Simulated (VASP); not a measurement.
Runs of VASP 6.6.1 on Al. The structure is cubic, space group Im-3m (No. 229). Conventional cell: a = 3.182 Å, b = 3.182 Å, c = 3.182 Å, α = 90.00°, β = 90.00°, γ = 90.00°. Al (site symmetry m-3m) is surrounded by 8 Al at 2.76 Å. This isn't the form of Al at room conditions, which is fcc.

```csv
task,cell,gap on the mesh (eV),pressure (GPa)
electric field gradients,"z stretched by +4 % at fixed volume, crystal datasets",none,0.1
single point,as given,none,(a)
single point,z stretched by +4 % at fixed volume,none,0.1
single point,volume scaled by 0.97,none,2.9
```

Alike in all rows: level r2SCAN; potentials or basis VASP PAW PBE potentials, release 64 (Al); no spin polarisation; k mesh 18 × 18 × 18; cutoff (eV) 520; smearing fermi-dirac 0.08 eV.

**Question.** Estimate the missing entries.

**Answer.** (a) 0.2.

Caveats: the PAW data sets were made with another functional, which shifts forces and pressure a little.

A gap of «none» marks a metal or a gap under the smearing width.
